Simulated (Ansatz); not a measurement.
The geometry is COD entry 9009086, unchecked; take it as a test cell. The listed cell was then made from it by scaling, straining or moving an atom.

TiO₂: DFT, PBE, PAW with Ansatz's default frozen-core files, scalar-relativistic (Ansatz 0.2.0). What sets it apart from a plain run of this crystal: volume scaled by 0.94.

Command: `ansatz run input.yaml --threads 2 --pin off --max-ram 6144MiB --backend cpu --events-out ev --progress --plain --runs-dir out` The run took 8.4 s on 2 threads of Intel(R) Xeon(R) 6975P-C (Granite Rapids), on a shared host, peak memory 0.64 GiB.

```yaml
crystal:
  lattice:
    - [-1.8538667107, 1.8538667107, 4.6598911192]
    - [1.8538667107, -1.8538667107, 4.6598911192]
    - [1.8538667107, 1.8538667107, -4.6598911192]
  atoms:
    - { symbol: Ti, position: [0.0, 0.0, 0.0] }
    - { symbol: Ti, position: [0.75, 0.25, 0.5] }
    - { symbol: O, position: [0.2066, 0.2066, 0.0] }
    - { symbol: O, position: [0.9566, 0.4566, 0.5] }
    - { symbol: O, position: [0.5434, 0.0434, 0.5] }
    - { symbol: O, position: [0.7934, 0.7934, 0.0] }
kpoints:
  mp_grid: { grid: [13, 13, 13] }
scf:
  occupations: { method: fermi_dirac, width: 0.08 }
hamiltonian:
  xc: pbe
  pseudopotentials: { kind: paw }
output:
  forces: true
  stress: true
  eigenvalues: true
  efg: { contact_densities: true }
  write_density: true
  write_potential: true
  elf: true
  volumetric_format: npy
```

Output (standing set-up lines are left out):

```
Crystal: 6 atoms, lattice volume = 64.061 Å³
Basis set: ecut = 420 eV, 1243 PW (Γ), exchange–correlation on 72×72×72 points (8 copies of the dense FFT grid, shifted against one another)
Space group: I41/amd (ITA 141), of the structure as read, at distance tolerance 4.0e-5 Å
SCF iter   1: F=—  HF=-7277.110327 eV  |F-HF|=—  |Δ(HF+E_count)|=         —  Δρ=4.50e-3  dr2=7.21e-3  ethr=1.77e-3  ⟨swp⟩=4.9  Hψ=23876  notcnv=0
preconditioner: auto → none  [insulator: Δε(μ)=2.353 eV  Ē_g=10.137 eV  σ=0.080 eV  W_gap=1.00  n_scr=14 (ndim 8)  ℏωp=26.2 eV  f_vac=0.092  D(μ)=0.00/eV (n_scr^D=0)  ε∞_Penn≈7.7]
SCF iter   2: F=—  HF=-7277.112316 eV  |F-HF|=—  |Δ(HF+E_count)|=   1.99e-3  Δρ=4.23e-3  dr2=9.47e-3  ethr=1.50e-5  ⟨swp⟩=2.5  Hψ=12218  notcnv=0  defer=186
SCF iter   3: F=—  HF=-7277.110857 eV  |F-HF|=—  |Δ(HF+E_count)|=   1.46e-3  Δρ=1.42e-3  dr2=6.18e-4  ethr=1.50e-5  ⟨swp⟩=2.0  Hψ=8628  notcnv=0  defer=186
SCF iter   4: F=—  HF=-7277.111117 eV  |F-HF|=—  |Δ(HF+E_count)|=   2.60e-4  Δρ=2.97e-4  dr2=1.84e-5  ethr=1.29e-6  ⟨swp⟩=2.1  Hψ=7772  notcnv=0  defer=186
SCF iter   5: F=—  HF=-7277.111237 eV  |F-HF|=—  |Δ(HF+E_count)|=   1.21e-4  Δρ=3.67e-5  dr2=2.03e-7  ethr=3.83e-8  ⟨swp⟩=2.5  Hψ=10002  notcnv=0  defer=186
SCF iter   6: F=-7277.111238 eV  HF=-7277.111238 eV  |F-HF|=2.51e-10  |Δ(HF+E_count)|=   5.67e-7  Δρ=3.75e-6  dr2=4.44e-9  ethr=2.08e-10  ⟨swp⟩=11.1  Hψ=39792  notcnv=0
SCF 1 converged in 6 iterations: F = -7277.111238 eV  dr2 = 4.44e-9
  greatest PAW one-centre occupation: 0.999 electrons in one spin orbital (limit 2), on the Ti atom at site 1 (counted from 0), in its partial waves of l = 0
SCF converged after 6 iterations
Free energy (F): -7277.111238 eV
Harris-Foulkes:  -7277.111238 eV  (|F-HF|=2.51e-10)
Internal energy: -7277.111238 eV  (E = F + TS)
E sigma→0 (E₀):  -7277.111238 eV
Entropy (-TS):   -0.000000 eV (-0.000 meV/atom)
Fermi energy:    9.380989 eV
--- Per-component energies (eV) ---
  E_band       = -415.475431
  E_kinetic    = 1259.233101
  E_local      = -3493.680906  (includes V_loc(G=0)·N_el)
  E_nonlocal   = 197.388384
  E_hartree    = 1363.885276
  E_xc         = -495.383002
  E_vxc        = -627.620615  (∫ρ·V_xc dr)
  E_paw        = -2724.135172  (= ΣΔE_a)
  E_vpaw       = -478.573203  (= ΣTr[D̂ρ^β])
  E_aug_tail   = 0.010175  (compensation charges beyond the density's cutoff)
  E_ewald      = -3384.429095
  E_smearing   = -0.000000  (= −TS)
  E_closure    = 0.000000  (closes the sum)
  Σ components = -7277.111238   (vs F -7277.111238, Δ=0.00e0)
--- Forces (eV/Å), atoms counted from 1 ---
  atom   1  Ti     0.00000000     0.00000000     0.00000000
  atom   2  Ti     0.00000000     0.00000000     0.00000000
  atom   3  O      0.00000000    -0.00000000     0.78812383
  atom   4  O     -0.00000000     0.00000000     0.78812383
  atom   5  O     -0.00000000     0.00000000    -0.78812383
  atom   6  O      0.00000000     0.00000000    -0.78812383
  max |Σ_I F_I| component: 2.22e-16 eV/Å
--- Stress (GPa, compression-positive) ---
       20.094419      -0.000000       0.000000
       -0.000000      20.094419       0.000000
        0.000000      -0.000000      26.249073
  P = ⅓ Tr σ = 22.1460 GPa (221.460 kbar)
--- PAW observables at the nuclei: V_zz in 10²¹ V/m², potentials from the cell's mean, atoms counted from 1 ---
  atom   1  Ti V_zz =    -0.157742   η = 0.0000   by run symmetry: allowed
            electrostatic potential = -2527.189438 V   contact ρ = 56793.399742 e/Å³
  atom   2  Ti V_zz =    -0.157742   η = 0.0000   by run symmetry: allowed
            electrostatic potential = -2527.189438 V   contact ρ = 56793.399742 e/Å³
  atom   3  O  V_zz =    +1.482749   η = 0.2399   by run symmetry: allowed
            electrostatic potential = -624.373782 V   contact ρ = 2157.212717 e/Å³
  atom   4  O  V_zz =    +1.482749   η = 0.2399   by run symmetry: allowed
            electrostatic potential = -624.373782 V   contact ρ = 2157.212717 e/Å³
  atom   5  O  V_zz =    +1.482749   η = 0.2399   by run symmetry: allowed
            electrostatic potential = -624.373782 V   contact ρ = 2157.212717 e/Å³
  atom   6  O  V_zz =    +1.482749   η = 0.2399   by run symmetry: allowed
            electrostatic potential = -624.373782 V   contact ρ = 2157.212717 e/Å³
--- Band table (eV; the first three rows and the last of 196) ---
  k-point 0: bands = ["-47.8969", "-47.8136", "-24.5051", "-24.1832", "-24.1832", "-24.0900", "-24.0900", "-23.9832", "-9.7537", "-8.6602", "-8.4253", "-8.1020", "3.8960", "4.1324", "4.1324", "4.6176", "5.9197", "5.9197", "6.0386", "7.3885", "7.4824", "7.4824", "7.6293", "7.6293", "10.4321", "11.2751", "12.5904", "12.5904", "12.6145", "12.6145"]
  k-point 1: bands = ["-47.8954", "-47.8145", "-24.5041", "-24.1986", "-24.1881", "-24.0982", "-24.0901", "-23.9795", "-9.6893", "-8.6189", "-8.3961", "-8.0790", "3.8844", "3.9996", "4.0584", "4.6137", "5.7932", "6.0053", "6.1134", "7.3072", "7.3110", "7.3553", "7.3904", "7.7339", "10.7248", "11.3199", "12.3013", "12.4354", "12.5105", "12.5535"]
  k-point 2: bands = ["-47.8909", "-47.8171", "-24.5016", "-24.2381", "-24.2014", "-24.1209", "-24.0892", "-23.9735", "-9.5053", "-8.5059", "-8.3131", "-8.0154", "3.7089", "3.8474", "3.8738", "4.6365", "5.4913", "6.1174", "6.2005", "6.6324", "6.9665", "6.9762", "7.4755", "7.8737", "11.3445", "11.3757", "11.8342", "12.2779", "12.3032", "12.5847"]
  k-point 195: bands = ["-47.8558", "-47.8546", "-24.2734", "-24.2543", "-24.2135", "-24.1988", "-24.0586", "-24.0581", "-9.0649", "-9.0253", "-8.4285", "-8.4012", "4.0118", "4.2298", "4.2687", "4.3392", "5.8226", "5.8874", "6.7767", "6.8437", "6.8865", "6.9438", "7.9599", "7.9990", "10.8803", "10.9766", "12.2230", "12.3070", "12.6007", "12.9196"]
```
